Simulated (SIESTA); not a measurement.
Crystal: NiO.

```
Ni O
1.0
     0.00000    2.08590    2.08590
     2.08590    0.00000    2.08590
     2.08590    2.08590    0.00000
Ni O
1 1
Direct
  0.00000 0.00000 0.00000
  0.50000 0.50000 0.50000
```

Program: SIESTA 5.4.2. Alike in all runs: spin collinear, ferromagnetic start; cell as given; smearing fermi-dirac 0.05 eV; grid cutoff 800 Ry; energy shift 0.003 Ry.

Problem. Order these runs on this cell by their pressure, lowest first.
A. level PBE; potentials or basis PseudoDojo 0.4 standard (PBE files), TZP (energy shift 0.003 Ry; two zetas on semicore shells); k mesh 8 × 8 × 8; broadening (eV) 0.1 eV; window from (eV) -15 eV; window to (eV) 10 eV; energy points 201; k mesh for the DOS 12 × 12 × 12
B. level PBEsol; potentials or basis PseudoDojo 0.4 standard (PBEsol files), TZP (energy shift 0.003 Ry; two zetas on semicore shells); k mesh 8 × 8 × 8
C. level BLYP; potentials or basis PseudoDojo 0.4 standard (PBE files), DZP (energy shift 0.003 Ry; two zetas on semicore shells); k mesh 11 × 11 × 11

Solution. B (-9.8 GPa), A (6.0 GPa), C (14.2 GPa).

Caveats: short orbitals over semicore shells can move pressures by several GPa; the basis of atomic orbitals isn't converged, which shifts pressures, moduli and gaps; a cell with one magnetic atom can't hold antiferromagnetic order, which such compounds often take; the potentials were made for another functional, which shifts forces and pressure (some runs).
